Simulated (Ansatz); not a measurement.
# Band table of CdSe

```xyz
2
Lattice="0.0000 2.8137 2.8137 2.8137 0.0000 2.8137 2.8137 2.8137 0.0000" Properties=species:S:1:pos:R:3 pbc="T T T"
Cd    0.0000    0.0000    0.0000
Se    2.8137    2.8137    2.8137
```

The cell comes from a relaxation on PAW files under the same functional, begun from a database entry that needn't be the ground state.

All numbers are PBEsol results (scalar-relativistic) from Ansatz 0.2.0, with a Γ-centred 12×12×12 k mesh, Fermi–Dirac smearing of 0.05 eV, no spin polarisation. Methods: LAPW: all electrons, basis error target 0.5 meV/atom.

Path points, in fractions of the reciprocal vectors: Γ (0.000, 0.000, 0.000), X (0.500, 0.000, 0.500), U (0.625, 0.250, 0.625), K (0.375, 0.375, 0.750), L (0.500, 0.500, 0.500), W (0.500, 0.250, 0.750). The distance column jumps between branches of the path. Levels in eV from the Fermi level; bands 14 to 25, counted from the lowest band of the run. The gap is zero, the pressure 0.00 GPa.

```
# k(1/Å) point b14 b15 b16 b17 b18 b19 b20 b21 b22 b23 b24 b25
0.000 Γ -13.35 -8.02 -8.02 -8.00 -8.00 -8.00 -0.76 -0.76 -0.76 0.20 8.63 8.63
0.160 - -13.29 -8.06 -8.02 -8.01 -7.99 -7.99 -1.45 -0.83 -0.83 1.11 8.00 8.45
0.319 - -13.14 -8.13 -8.03 -8.01 -7.97 -7.97 -2.24 -1.05 -1.05 2.42 6.54 7.17
0.479 - -12.93 -8.17 -8.05 -7.99 -7.93 -7.93 -2.86 -1.36 -1.36 2.93 5.69 6.47
0.638 - -12.71 -8.09 -8.08 -7.97 -7.88 -7.88 -3.35 -1.72 -1.72 1.77 5.94 6.83
0.798 - -12.56 -8.11 -7.95 -7.83 -7.83 -7.81 -3.82 -2.04 -2.04 0.52 5.56 8.34
0.957 - -12.47 -8.13 -7.93 -7.79 -7.79 -7.42 -4.31 -2.26 -2.26 -0.29 5.34 9.53
1.117 X -12.45 -8.14 -7.93 -7.77 -7.77 -7.20 -4.56 -2.34 -2.34 -0.56 5.26 9.99
1.173 - -12.44 -8.13 -7.93 -7.77 -7.77 -7.20 -4.54 -2.43 -2.32 -0.47 5.29 9.95
1.229 - -12.43 -8.13 -7.95 -7.78 -7.77 -7.22 -4.50 -2.64 -2.27 -0.23 5.37 9.83
1.286 - -12.42 -8.12 -7.97 -7.80 -7.78 -7.25 -4.44 -2.91 -2.19 0.08 5.49 9.66
1.342 - -12.40 -8.12 -7.99 -7.82 -7.78 -7.28 -4.35 -3.19 -2.08 0.42 5.65 9.44
1.398 - -12.38 -8.11 -8.02 -7.84 -7.79 -7.33 -4.24 -3.47 -1.94 0.76 5.84 9.17
1.455 - -12.36 -8.10 -8.06 -7.87 -7.79 -7.39 -4.11 -3.71 -1.77 1.10 6.04 8.73
1.511 U -12.34 -8.10 -8.09 -7.89 -7.80 -7.45 -3.96 -3.93 -1.59 1.43 6.19 8.29
2.195 K -12.34 -8.10 -8.09 -7.89 -7.80 -7.45 -3.96 -3.93 -1.59 1.43 6.19 8.29
2.364 - -12.31 -8.18 -8.12 -7.96 -7.83 -7.64 -4.34 -3.42 -0.97 2.37 6.14 7.09
2.533 - -12.39 -8.24 -8.17 -8.01 -7.87 -7.75 -4.40 -2.79 -0.38 3.31 5.45 6.22
2.703 - -12.59 -8.24 -8.18 -8.04 -7.90 -7.82 -4.13 -2.15 -0.05 4.24 4.66 5.95
2.872 - -12.85 -8.19 -8.14 -8.04 -7.94 -7.88 -3.55 -1.56 -0.10 3.48 5.63 6.42
3.041 - -13.11 -8.12 -8.08 -8.02 -7.97 -7.94 -2.69 -1.11 -0.38 2.35 6.98 7.03
3.210 - -13.29 -8.05 -8.03 -8.01 -7.99 -7.99 -1.63 -0.85 -0.65 1.13 7.83 8.21
3.379 Γ -13.35 -8.02 -8.02 -8.00 -8.00 -8.00 -0.76 -0.76 -0.76 0.20 8.63 8.63
3.517 - -13.31 -8.04 -8.04 -8.01 -8.00 -8.00 -1.45 -0.73 -0.73 0.89 7.95 8.54
3.656 - -13.18 -8.07 -8.07 -8.02 -7.97 -7.97 -2.43 -0.64 -0.64 1.82 7.08 7.95
3.794 - -13.00 -8.13 -8.13 -8.04 -7.94 -7.94 -3.36 -0.52 -0.52 2.57 6.46 7.09
3.932 - -12.77 -8.19 -8.19 -8.09 -7.90 -7.90 -4.16 -0.36 -0.36 2.95 6.21 6.31
4.070 - -12.53 -8.24 -8.24 -8.14 -7.87 -7.87 -4.78 -0.21 -0.21 2.98 5.69 5.69
4.208 - -12.35 -8.28 -8.28 -8.20 -7.84 -7.84 -5.17 -0.10 -0.10 2.88 5.29 5.29
4.346 L -12.29 -8.29 -8.29 -8.23 -7.83 -7.83 -5.31 -0.06 -0.06 2.83 5.15 5.15
4.459 - -12.29 -8.29 -8.27 -8.21 -7.83 -7.83 -5.27 -0.36 -0.15 3.11 4.68 5.30
4.572 - -12.29 -8.27 -8.19 -8.17 -7.83 -7.83 -5.18 -1.02 -0.42 3.66 4.03 5.77
4.685 - -12.30 -8.24 -8.12 -8.10 -7.83 -7.79 -5.01 -1.76 -0.88 3.56 4.21 6.51
4.797 - -12.30 -8.21 -8.06 -8.03 -7.81 -7.70 -4.75 -2.44 -1.47 3.28 4.71 7.27
4.910 - -12.31 -8.18 -8.02 -8.00 -7.80 -7.55 -4.40 -3.00 -2.13 3.13 5.20 7.62
5.023 - -12.31 -8.16 -8.00 -8.00 -7.78 -7.42 -3.96 -3.38 -2.79 3.08 5.64 7.43
5.136 W -12.32 -8.15 -8.00 -8.00 -7.77 -7.36 -3.51 -3.51 -3.31 3.06 5.84 7.36
5.215 - -12.32 -8.14 -8.04 -7.96 -7.77 -7.36 -3.75 -3.28 -3.27 2.76 6.18 6.87
5.295 - -12.34 -8.10 -8.07 -7.92 -7.77 -7.34 -3.97 -3.20 -3.03 2.12 6.43 6.94
5.375 - -12.37 -8.09 -8.05 -7.87 -7.77 -7.31 -4.17 -3.07 -2.81 1.40 6.03 7.85
5.455 - -12.40 -8.11 -8.00 -7.83 -7.77 -7.27 -4.33 -2.89 -2.62 0.70 5.71 8.79
5.534 - -12.42 -8.12 -7.96 -7.80 -7.77 -7.24 -4.45 -2.66 -2.47 0.09 5.47 9.67
5.614 - -12.44 -8.13 -7.94 -7.78 -7.77 -7.21 -4.53 -2.44 -2.37 -0.37 5.32 9.91
5.694 X -12.45 -8.14 -7.93 -7.77 -7.77 -7.20 -4.56 -2.34 -2.34 -0.56 5.26 9.99
```
